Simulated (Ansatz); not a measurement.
# fcc Ag(111) / fcc Au(111) interface, two mixed layers, 2x2: specific resistance, part 2 of 2

Aim: the specific resistance of the fcc Ag(111) / fcc Au(111) interface, two mixed layers, 2x2. Experiment: current-perpendicular-to-plane resistances of sputtered multilayers at 4.2 K give 2AR = 0.1 ± 0.01 fΩ m² (J. Bass, CPP magnetoresistance of magnetic multilayers: a critical review, arXiv:1511.07387 (2015), Table 10). Those interfaces are textured, rough and intermixed over some layers.

Ansatz 0.2.0; Ansatz plane-wave DFT, PBE, PAW files; ballistic transport by layer matching (Landauer), zero bias.

So far, transmission per spin nearest the Fermi level: step 2 (transmission: mixed layers, first draw) 3.02.

## (4) Transmission: mixed layers, second draw, draw 5

A second random filling shows the spread between draws.

This step: Ansatz plane-wave DFT, PBE, PAW files; ballistic transport by layer matching (Landauer), zero bias (Ansatz 0.2.0).

System of this step: fcc Ag(111) / fcc Au(111) interface, two mixed layers, 2x2. The cell holds 72 atoms: 36 Ag and 36 Au. Its edges and angles: a = 5.773 Å, b = 5.773 Å, c = 42.424 Å, α = 90.0°, β = 90.0°, γ = 120.0°. It derives from Ag and Au. Regions: Ag, 36 atoms (34 Ag and 2 Au); Au, 36 atoms (2 Ag and 34 Au). The structure's axis is c.

input.yaml reads:

```yaml
crystal:
  lattice:
    - [5.7731379597, 0.0, 0.0]
    - [-2.8865689798, 4.9996841326, 0.0]
    - [0.0, 0.0, 42.4238473207]
  atoms:
    - { symbol: Ag, position: [0.0, 0.0, 0.0235716481] }
    - { symbol: Ag, position: [0.0, 0.5, 0.0235716481] }
    - { symbol: Ag, position: [0.5, 0.0, 0.0235716481] }
    - { symbol: Ag, position: [0.5, 0.5, 0.0235716481] }
    - { symbol: Ag, position: [0.1666666667, 0.3333333333, 0.0792894922] }
    - { symbol: Ag, position: [0.1666666667, 0.8333333333, 0.0792894922] }
    - { symbol: Ag, position: [0.6666666667, 0.3333333333, 0.0792894922] }
    - { symbol: Ag, position: [0.6666666667, 0.8333333333, 0.0792894922] }
    - { symbol: Ag, position: [0.3333333333, 0.1666666667, 0.1350073363] }
    - { symbol: Ag, position: [0.3333333333, 0.6666666667, 0.1350073363] }
    - { symbol: Ag, position: [0.8333333333, 0.1666666667, 0.1350073363] }
    - { symbol: Ag, position: [0.8333333333, 0.6666666667, 0.1350073363] }
    - { symbol: Ag, position: [0.0, 0.0, 0.1907251804] }
    - { symbol: Ag, position: [0.0, 0.5, 0.1907251804] }
    - { symbol: Ag, position: [0.5, 0.0, 0.1907251804] }
    - { symbol: Ag, position: [0.5, 0.5, 0.1907251804] }
    - { symbol: Ag, position: [0.1666666667, 0.3333333333, 0.2464430245] }
    - { symbol: Ag, position: [0.1666666667, 0.8333333333, 0.2464430245] }
    - { symbol: Ag, position: [0.6666666667, 0.3333333333, 0.2464430245] }
    - { symbol: Ag, position: [0.6666666667, 0.8333333333, 0.2464430245] }
    - { symbol: Ag, position: [0.3333333333, 0.1666666667, 0.3021608686] }
    - { symbol: Ag, position: [0.3333333333, 0.6666666667, 0.3021608686] }
    - { symbol: Ag, position: [0.8333333333, 0.1666666667, 0.3021608686] }
    - { symbol: Ag, position: [0.8333333333, 0.6666666667, 0.3021608686] }
    - { symbol: Ag, position: [0.0, 0.0, 0.3578787127] }
    - { symbol: Ag, position: [0.0, 0.5, 0.3578787127] }
    - { symbol: Ag, position: [0.5, 0.0, 0.3578787127] }
    - { symbol: Ag, position: [0.5, 0.5, 0.3578787127] }
    - { symbol: Ag, position: [0.1666666667, 0.3333333333, 0.4135965567] }
    - { symbol: Ag, position: [0.1666666667, 0.8333333333, 0.4135965567] }
    - { symbol: Ag, position: [0.6666666667, 0.3333333333, 0.4135965567] }
    - { symbol: Ag, position: [0.6666666667, 0.8333333333, 0.4135965567] }
    - { symbol: Ag, position: [0.3333333333, 0.1666666667, 0.4693144008] }
    - { symbol: Au, position: [0.3333333333, 0.6666666667, 0.4693144008] }
    - { symbol: Au, position: [0.8333333333, 0.1666666667, 0.4693144008] }
    - { symbol: Ag, position: [0.8333333333, 0.6666666667, 0.4693144008] }
    - { symbol: Ag, position: [0.0, 0.0, 0.5248699564] }
    - { symbol: Au, position: [0.0, 0.5, 0.5248699564] }
    - { symbol: Au, position: [0.5, 0.0, 0.5248699564] }
    - { symbol: Ag, position: [0.5, 0.5, 0.5248699564] }
    - { symbol: Au, position: [0.1666666667, 0.3333333333, 0.5802632234] }
    - { symbol: Au, position: [0.1666666667, 0.8333333333, 0.5802632234] }
    - { symbol: Au, position: [0.6666666667, 0.3333333333, 0.5802632234] }
    - { symbol: Au, position: [0.6666666667, 0.8333333333, 0.5802632234] }
    - { symbol: Au, position: [0.3333333333, 0.1666666667, 0.6356564904] }
    - { symbol: Au, position: [0.3333333333, 0.6666666667, 0.6356564904] }
    - { symbol: Au, position: [0.8333333333, 0.1666666667, 0.6356564904] }
    - { symbol: Au, position: [0.8333333333, 0.6666666667, 0.6356564904] }
    - { symbol: Au, position: [0.0, 0.0, 0.6910497575] }
    - { symbol: Au, position: [0.0, 0.5, 0.6910497575] }
    - { symbol: Au, position: [0.5, 0.0, 0.6910497575] }
    - { symbol: Au, position: [0.5, 0.5, 0.6910497575] }
    - { symbol: Au, position: [0.1666666667, 0.3333333333, 0.7464430245] }
    - { symbol: Au, position: [0.1666666667, 0.8333333333, 0.7464430245] }
    - { symbol: Au, position: [0.6666666667, 0.3333333333, 0.7464430245] }
    - { symbol: Au, position: [0.6666666667, 0.8333333333, 0.7464430245] }
    - { symbol: Au, position: [0.3333333333, 0.1666666667, 0.8018362915] }
    - { symbol: Au, position: [0.3333333333, 0.6666666667, 0.8018362915] }
    - { symbol: Au, position: [0.8333333333, 0.1666666667, 0.8018362915] }
    - { symbol: Au, position: [0.8333333333, 0.6666666667, 0.8018362915] }
    - { symbol: Au, position: [0.0, 0.0, 0.8572295585] }
    - { symbol: Au, position: [0.0, 0.5, 0.8572295585] }
    - { symbol: Au, position: [0.5, 0.0, 0.8572295585] }
    - { symbol: Au, position: [0.5, 0.5, 0.8572295585] }
    - { symbol: Au, position: [0.1666666667, 0.3333333333, 0.9126228255] }
    - { symbol: Au, position: [0.1666666667, 0.8333333333, 0.9126228255] }
    - { symbol: Au, position: [0.6666666667, 0.3333333333, 0.9126228255] }
    - { symbol: Au, position: [0.6666666667, 0.8333333333, 0.9126228255] }
    - { symbol: Au, position: [0.3333333333, 0.1666666667, 0.9680160925] }
    - { symbol: Au, position: [0.3333333333, 0.6666666667, 0.9680160925] }
    - { symbol: Au, position: [0.8333333333, 0.1666666667, 0.9680160925] }
    - { symbol: Au, position: [0.8333333333, 0.6666666667, 0.9680160925] }
kpoints:
  mp_grid: { grid: [5, 5, 1] }
hamiltonian:
  xc: pbe
scf:
  occupations: { method: fermi_dirac, width: 0.1 }
output:
  transmission:
    leads: [[12, 16], [52, 56]]
    kmesh: [16, 16]
    e_range: [-0.06, 0.06]
    de: 0.04
  write_potential: true
  write_density: true
  volumetric_format: npy
```

Run with:

```console
$ ansatz run input.yaml --threads 16 --pin off --max-ram 28672MiB --backend cpu --events-out ev --progress --plain --runs-dir out
```

Numbers of over 12 decimals in the logs are rounded to 6 here.

The program printed:

```text
[...]
Crystal: 72 atoms, lattice volume = 1224.516 Å³
Basis set: ecut = 420 eV, 24033 PW (Γ)
Bands: 821, of which v1, the nominal top of the filled ones, is band 684 counted from 1 (683 counted from 0)
Symmetry: 4 space group operations
[...]
k-points: 9 of 25 (time reversal used)
[...]
SCF iter   1: F=—  HF=-746635.249671 eV  |F-HF|=—  |Δ(HF+E_count)|=         —  Δρ=4.58e-3  dr2=5.35e1  ethr=1.77e-3  ⟨swp⟩=4.4  Hψ=21969  notcnv=0  defer=494
[...]
SCF iter  11: F=-746634.970674 eV  HF=-746634.970674 eV  |F-HF|=4.28e-8  |Δ(HF+E_count)|=   4.31e-9  Δρ=5.18e-7  dr2=4.39e-8  ethr=7.31e-12  ⟨swp⟩=9.2  Hψ=28718  notcnv=0
SCF 1 converged in 11 iterations: F = -746634.970674 eV  dr2 = 4.39e-8
[...]
transmission: 258 of 2409 steps passed
transmission: 504 of 2409 steps passed
[...]
transmission: 2409 of 2409 steps passed
SCF converged after 11 iterations
Free energy (F): -746634.970674 eV
[...]
Internal energy: -746634.243732 eV  (E = F + TS)
E sigma→0 (E₀):  -746634.607203 eV
Entropy (-TS):   -0.726942 eV (-10.096 meV/atom)
Fermi energy:    19.029708 eV
[...]
--- Band table (eV; the first three rows and the last of 9) ---
  k-point 0: bands = [... 680 lower, 19.2782, 19.6424, 19.6604, 19.6710, 19.7067, 19.7176, 19.7235, 19.9272, ... 133 higher]
  k-point 1: bands = [... 680 lower, 18.8024, 18.8631, 18.8647, 19.0222, 19.0234, 19.1614, 19.1628, 19.3159, ... 133 higher]
  k-point 2: bands = [... 680 lower, 18.7821, 18.8117, 18.8854, 18.8899, 19.0385, 19.0721, 19.0860, 19.1323, ... 133 higher]
  k-point 8: bands = [... 680 lower, 18.7893, 18.7897, 18.8865, 18.8895, 19.0553, 19.0711, 19.0758, 19.1435, ... 133 higher]
--- Transmission ---
  basis      : 253 plane waves across, 33 finite elements along
  points     : 73, standing for a mesh of 16 x 16
[...]
channels       : 3.128906e0 a spin
[...]
channels       : 3.175781e0 a spin
[...]
junction   : crystal 0 to crystal 1, 9.97 to 31.19 Å
    transmission   : 3.031158e0 a spin
[...]
```

Run time: 9.1 min. Hardware: 16 threads of Arm Neoverse V2, shared host; peak memory 15 GiB; 2 h of CPU time.

This step gave:

| Property | Result |
| --- | --- |
| free energy | -746634.9707 eV |
| energy at zero smearing | -746634.6072 eV |
| transmission per spin nearest the Fermi level | 3.031 |
| step of the lead's potential | 1.9 meV |
| step of the upper lead's potential | 1.3 meV |

Per spin. Transmission, zone mean against energy, zero at the Fermi level:

| energy (eV) | transmission, zone mean |
| --- | --- |
| -0.0600 | 3.02 |
| -0.0200 | 3.03 |
| 0.0200 | 3.04 |
| 0.0600 | 3.04 |

Over the solved energies the transmission per spin lies between 3.02 and 3.04, out of 3.13 channels of the lead on average (up to 3.15).

## (5) Resistance: mixed layers, second draw

This step: Ansatz plane-wave DFT, PBE, PAW files; ballistic transport by layer matching (Landauer), zero bias; specific resistance of one interface, 1/T less the mean of the leads' 1/N (Ansatz 0.2.0).

Numbers from this step:

* area resistance: 0.04565 fΩ m²
* T over the leads' mean channel count: 0.9628
* twice the interface resistance (2AR, or 2AR* for magnets): 0.09130 fΩ m²

Twice the interface resistance is 0.0913 fΩ m² here, against 0.0985 in the first run; 96.3 % of the two leads' mean channel count pass, 96.0 % before.

## (6) Results

* 2AR, mixed layers, first draw: 0.0985 fΩ m²
* 2AR, mixed layers, second draw: 0.0913 fΩ m²
* twice the interface resistance (2AR, or 2AR* for magnets), measured: 0.1 fΩ m² at 4.2 K (measured, sputtered multilayers; J. Bass, CPP magnetoresistance of magnetic multilayers: a critical review, arXiv:1511.07387 (2015), Table 10)

What this shows: One interface gives 2AR = 0.0985 fΩ m² (mixed layers, first draw). The two draws give 0.099 and 0.091 fΩ m². Against the measured 0.1 fΩ m², mixed layers, first draw gives 0.0985, a ratio of 0.99: good agreement. Earlier muffin-tin calculations for two mixed layers gave 0.13 fΩ m² (same review, Table 14). The formula assumes diffuse scattering between interfaces; layers sit on ideal sites at each metal's own atomic volume. Spin-orbit coupling is left out, which matters for Au.

[Logs are printed without paths, hosts, clocks, repeated set-up lines and the standing remarks that a program may print on its own settings, such as how far it seeks lower states.]

[Hosts, paths, dates, database ids (printed as entryN), source tags and the programs' standing remarks are cut or masked in the printed files.]
